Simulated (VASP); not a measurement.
Set up this calculation in VASP 6.6.1, as the native input.

* Task: single point
* Functional: r2SCAN
* Potentials or basis: VASP PAW PBE potentials, release 64 (Si, O, H)
* Cutoff: 450 eV
* k mesh: 1 × 1 × 1
* Occupations: gaussian, width 0.02 eV
* Spin: no spin polarisation
* Further INCAR settings: ALGO = Normal; EDIFF = 1e-06; NBANDS = 236

The structure of Si12HO24 (a cell with a defect) lies in POSCAR:

```
Si12HO24
1.0
    9.8316000000      0.0000000000      0.0000000000
   -4.9158000000      8.5144153600      0.0000000000
    0.0000000000      0.0000000000     10.8182000000
Si O H
24 48 2
Direct
    0.2709099100      0.0094391800      0.1655027100
    0.9985581900      0.2592514300      0.3363694500
    0.2293313700      0.2350352900      0.9973888100
    0.2536999600      0.9943798200      0.6857301500
    0.9943088900      0.2605859300      0.8263963100
    0.2083269900      0.1946535800      0.5153311300
    0.2621491600      0.4975911800      0.1718615900
    0.0071092300      0.7712372900      0.3283148600
    0.2235410900      0.7272896200      0.0054956200
    0.2669434400      0.4925265000      0.6593211300
    0.9964925600      0.7555626100      0.8443723300
    0.2341662800      0.7379975200      0.4999615600
    0.7679183600      0.0027725800      0.1637768200
    0.5150453800      0.2909717700      0.3263891900
    0.7354828800      0.2356065700      0.9947544900
    0.7500254000      0.9945486100      0.6643177100
    0.4988791700      0.2694374300      0.8323993700
    0.7270726000      0.2340685100      0.4992150500
    0.7874783800      0.5096747300      0.1573528400
    0.5014811400      0.7712337700      0.3306460800
    0.7306058600      0.7321122000      0.9989357800
    0.7689976800      0.5017534200      0.6662599300
    0.4892422100      0.7549201000      0.8332459800
    0.7359702800      0.7334614600      0.4949275200
    0.0585994900      0.1851775900      0.4426589500
    0.2910020100      0.3666465000      0.1058264000
    0.1398598500      0.4267424900      0.2869976000
    0.2009835100      0.0720170000      0.0577487200
    0.4066298400      0.3704627500      0.3615348300
    0.4326514900      0.1539250100      0.2217404800
    0.0637104000      0.2018104000      0.9379856800
    0.2961209500      0.3602216000      0.5945064100
    0.1329963000      0.4206365700      0.7662825000
    0.1440959400      0.0534628100      0.6192837800
    0.3618947100      0.2974696100      0.8889306100
    0.4273668200      0.1382933600      0.7227606500
    0.0698422700      0.7005748600      0.4356703700
    0.2976032600      0.8725800500      0.1047948800
    0.1459163000      0.9395625000      0.2791979800
    0.1925934700      0.5656927500      0.0691771200
    0.3725483100      0.8040633200      0.3955902100
    0.4281822600      0.6421691300      0.2206537200
    0.0484628800      0.6811712500      0.9565332700
    0.2831508900      0.8721161200      0.6050312400
    0.1573768100      0.9148317700      0.8113722100
    0.2107464500      0.5753019700      0.5568150000
    0.3464649500      0.7730380600      0.8905284800
    0.4297587500      0.6246495600      0.7230592100
    0.5674995200      0.2199689900      0.4418414100
    0.8114747800      0.3713264800      0.0999751300
    0.6741022500      0.4415287100      0.2761049300
    0.7048024300      0.0708391800      0.0544039400
    0.8598764000      0.2853916600      0.3919929700
    0.9337635900      0.1388796900      0.2191445800
    0.5688786300      0.2097478700      0.9432799200
    0.7969424800      0.3651871000      0.6090898100
    0.6362505700      0.4334820500      0.7744881600
    0.6856066900      0.0652798700      0.5578710000
    0.8594873700      0.2928012300      0.8810256900
    0.9165469200      0.1276861800      0.7199152000
    0.5689396300      0.6934002000      0.4307230900
    0.7919415500      0.8629271600      0.1084292300
    0.6399768800      0.9359748100      0.2761740900
    0.7067804900      0.5682967600      0.0547796900
    0.8688771100      0.7964578400      0.3870153500
    0.9505596500      0.6538900700      0.2097545600
    0.5644435100      0.7011425300      0.9437322700
    0.7805881900      0.8618020400      0.6029322100
    0.6206643000      0.9221698500      0.7749832700
    0.7103227700      0.5713318500      0.5546426500
    0.8615482000      0.7938688900      0.8892565300
    0.9332905500      0.6387354700      0.7249986100
    0.4572132700      0.4618579300      0.3781049900
    0.2926452400      0.1351483600      0.4422009000
```

These files were run (other wordings do the same):

INCAR

```
SYSTEM = Si12HO24
PREC = Accurate
ENCUT = 450
EDIFF = 1E-6
ISMEAR = 0
SIGMA = 0.02
LREAL = .FALSE.
LASPH = .TRUE.
NELM = 60
ALGO = Normal
ISIF = 2
LWAVE = .FALSE.
LCHARG = .FALSE.
METAGGA = R2SCAN
LMIXTAU = .TRUE.
NBANDS = 236
```

KPOINTS

```
regular mesh
0
G
  1 1 1
  0 0 0
```

Potentials or basis: VASP PAW PBE potentials, release 64 (Si, O, H).

Run with:

```sh
$ cat potpaw_PBE.64/Si/POTCAR potpaw_PBE.64/O/POTCAR potpaw_PBE.64/H/POTCAR > POTCAR
$ mpirun -np 1 vasp_std > vasp.out
```

Results of the run:

```json
{
  "Largest force": "16.603 eV/Å",
  "Band gap on the k mesh": "6.04 eV, direct"
}
```

Caveat: the PAW data sets were made with another functional, which shifts forces and pressure a little.

Run time: 14 min on 1 thread of Intel(R) Xeon(R) 6975P-C (Granite Rapids) (shared host), peak memory 0.92 GiB.
